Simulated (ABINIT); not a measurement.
A run of ABINIT 10.8.3 (patched build) is set up as follows.

The input run.abi:

```
# Pseudopotentials
pp_dirpath "./"
pseudos "Cu_ONCV_PBE-1.2.upf"

# Structure
acell 3*1.0 Angstrom
rprim
     0.0000000000     1.8075000000     1.8075000000
     1.8075000000     0.0000000000     1.8075000000
     1.8075000000     1.8075000000     0.0000000000
ntypat 1
znucl 29
natom 1
typat 1
chkprim 0
chksymtnons 0
tolsym 1.0e-6
xred
            0.0            0.0            0.0

# Plane-wave basis
ecut 46.0
ecutsm 0.5

# k points
kptopt 1
ngkpt 10 10 10
nshiftk 1
shiftk 0.0 0.0 0.0

# Exchange and correlation
ixc 11

# Bands and occupations
nband 14
occopt 3
tsmear 0.00183747

# SCF cycle
nstep 80
tolvrs 1.0e-12

# Output
iomode 3
prteig 0
prtebands 0
prtwf 0
prtden 0

# Relaxation
ionmov 2
optcell 2
ntime 50
tolmxf 2.0e-5
dilatmx 1.08
```

Potentials or basis: SG15 NC PBE v1.2.

Run with:

```console
$ mpirun --bind-to none -np 4 abinit run.abi > log 2>&1
```

Question: Predict the relaxed cell.

Answer: a = 2.570 Å, b = 2.570 Å, c = 2.570 Å, α = 60.00°, β = 60.00°, γ = 60.00°.

Question: Predict the relaxed volume.

Answer: 12.00 Å³/atom.

Step by step:
| step | energy change (eV) | largest force (eV/Å) | pressure (GPa) | volume (Å³) |
| --- | --- | --- | --- | --- |
| 1 | 0.0000 | 0.0000 | 2.25 | 11.81 |
| 2 | -0.0009 | 0.0000 | 1.24 | 11.89 |
| 3 | -0.0013 | 0.0000 | 0.04 | 11.99 |
| 4 | -0.0013 | 0.0000 | 0.00 | 12.00 |

PBE usually gives volumes a little too large and moduli too small. Zero-point motion and thermal expansion aren't in these numbers.
